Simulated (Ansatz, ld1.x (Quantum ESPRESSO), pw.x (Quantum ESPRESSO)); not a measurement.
# From atom to crystal: TM potential for Tc (Z = 43)

- Element: Tc (Z = 43)
- Generator: ld1.x (Quantum ESPRESSO) 7.5
- Type: norm-conserving Troullier–Martins (Kleinman–Bylander form)
- Functional: PBE
- Relativity: scalar-relativistic
- Frozen core: [Kr]
- Valence charge: 7
- Reference configuration: 4d5.5 5s1.5 5p0
- Partial waves: 5p (bound, empty): rc 2.90 bohr; 4d (bound): rc 1.70 bohr; 5s (bound): rc 2.70 bohr
- Local potential: the s channel
- Core correction: none

Atomic tests: cutoffs needed: 45 Ry and 55 Ry (the cutoffs (Ry, on a coarse ladder) from which the occupation-weighted sum of valence levels, in a spherical-Bessel basis at the reference potential, stays within 10 and 1 mRy of its value at 400 Ry); ghost test: no extra level below or beside the all-electron valence levels (p, d, s, f tested) (spherical-Bessel basis up to 400 Ry, 20 bohr box); largest excitation error: -207 meV (all-electron minus pseudo) for 4d4 5s2 5p0, out of 7 test configurations.

Crystal test: fcc Tc in pw.x 7.5, no spin, 15³ k-points, Fermi–Dirac smearing 0.01 Ry, cutoffs 70/280 Ry. The reference is all-electron LAPW (Ansatz 0.2.0) with the same functional, mesh and smearing; V0 and B0 come from Birch–Murnaghan fits to the pressures at five volumes. Errors are pseudo minus all-electron; Δ is the rms difference of the E(V) curves that follow from these fits, minima aligned, over ±6 % about the mean V0. Mesh and smearing are coarse, so the numbers serve the comparison and aren't converged zero-temperature values; the lattice is a test structure that the element need not adopt.

```json
{"V (Å³/atom)": "13.816", "P all-electron (GPa)": "16.43", "P pseudo (GPa)": "41.44"}
{"V (Å³/atom)": "14.179", "P all-electron (GPa)": "7.40", "P pseudo (GPa)": "30.14"}
{"V (Å³/atom)": "14.543", "P all-electron (GPa)": "-0.46", "P pseudo (GPa)": "20.23"}
{"V (Å³/atom)": "14.907", "P all-electron (GPa)": "-7.31", "P pseudo (GPa)": "11.56"}
{"V (Å³/atom)": "15.270", "P all-electron (GPa)": "-13.27", "P pseudo (GPa)": "3.96"}
```

All-electron: a0 = 3.873 Å (V0 = 14.52 Å³/atom), B0 = 295.3 GPa.

Pseudopotential: mean pressure error (GPa): +20.91. The pressure does not cross zero within the volumes sampled, so no fit is given. The largest radius (2.90 bohr) exceeds half the bond length (2.59 bohr), so the spheres overlap, which is one possible source of error among others. This is a poor potential for the solid.

At the middle volume, how do free energy and pressure move when the wave cutoff is lowered (ecutrho kept at four times it)?

```json
{"cutoff (Ry)": "32", "shift of F (meV/atom)": "+1811.0", "shift of P (GPa)": "-82.38"}
{"cutoff (Ry)": "42", "shift of F (meV/atom)": "+211.4", "shift of P (GPa)": "-15.31"}
{"cutoff (Ry)": "56", "shift of F (meV/atom)": "+2.8", "shift of P (GPa)": "-0.40"}
```

Input at the middle volume:

```
&control
  calculation='scf', prefix='x', pseudo_dir='./', outdir='./tmp', tstress=.true., disk_io='none'
/
&system
  ibrav=0, nat=1, ntyp=1, ecutwfc=70, ecutrho=280, nbnd=11,
  occupations='smearing', smearing='fd', degauss=0.01
/
&electrons
  conv_thr=1e-09, mixing_beta=0.4, electron_maxstep=70
/
ATOMIC_SPECIES
Tc 1.0 Tc.UPF
CELL_PARAMETERS angstrom
  0.00000000 1.93734962 1.93734962
  1.93734962 0.00000000 1.93734962
  1.93734962 1.93734962 0.00000000
ATOMIC_POSITIONS crystal
Tc 0.0000 0.0000 0.0000
K_POINTS automatic
15 15 15 0 0 0
```

```bash
pw.x < Tc.scf.in > Tc.scf.out
```

Lines of the output:

```
Message from routine setup:
     using ibrav=0 with symmetry is DISCOURAGED, use correct ibrav instead
     lattice parameter (alat)  =       5.1775  a.u.
     unit-cell volume          =      98.1410 (a.u.)^3
     number of electrons       =         7.00
     number of Kohn-Sham states=           11
     kinetic-energy cutoff     =      70.0000  Ry
     charge density cutoff     =     280.0000  Ry
     scf convergence threshold =      1.0E-09
     Exchange-correlation= PBE
     number of k points=   120  Fermi-Dirac smearing, width (Ry)=  0.0100
     iteration #  1     ecut=    70.00 Ry     beta= 0.40
     total energy              =     -23.53736619 Ry
     estimated scf accuracy    <       0.05586660 Ry
     iteration #  2     ecut=    70.00 Ry     beta= 0.40
     total energy              =     -23.53887346 Ry
     estimated scf accuracy    <       0.00592159 Ry
     iteration #  3     ecut=    70.00 Ry     beta= 0.40
     total energy              =     -23.53983844 Ry
     estimated scf accuracy    <       0.00014758 Ry
     iteration #  4     ecut=    70.00 Ry     beta= 0.40
     total energy              =     -23.53985685 Ry
     estimated scf accuracy    <       0.00000951 Ry
     iteration #  5     ecut=    70.00 Ry     beta= 0.40
     total energy              =     -23.53985935 Ry
     estimated scf accuracy    <       0.00000202 Ry
     iteration #  6     ecut=    70.00 Ry     beta= 0.40
     total energy              =     -23.53985978 Ry
     estimated scf accuracy    <          9.0E-09 Ry
     iteration #  7     ecut=    70.00 Ry     beta= 0.40
     total energy              =     -23.53985978 Ry
     estimated scf accuracy    <          8.8E-09 Ry
     iteration #  8     ecut=    70.00 Ry     beta= 0.40
     the Fermi energy is    15.5349 ev
!    total energy              =     -23.53985979 Ry
     estimated scf accuracy    <          1.1E-10 Ry
     smearing contrib. (-TS)   =      -0.00452003 Ry
     The total energy is F=E-TS. E is the sum of the following terms:
     one-electron contribution =      11.53799642 Ry
     hartree contribution      =       1.01737731 Ry
     xc contribution           =      -5.40858454 Ry
     ewald contribution        =     -30.68212895 Ry
     convergence has been achieved in   8 iterations
          total   stress  (Ry/bohr**3)                   (kbar)     P=      202.32
     Message from routine punch:
     Nothing written, as per user request (disk_io='none')
```

The run at the middle volume (120 k-points, 8 iterations) took about 13 s on one core of a shared host (Neoverse-V2, 96 threads, 742 GiB, load 24).
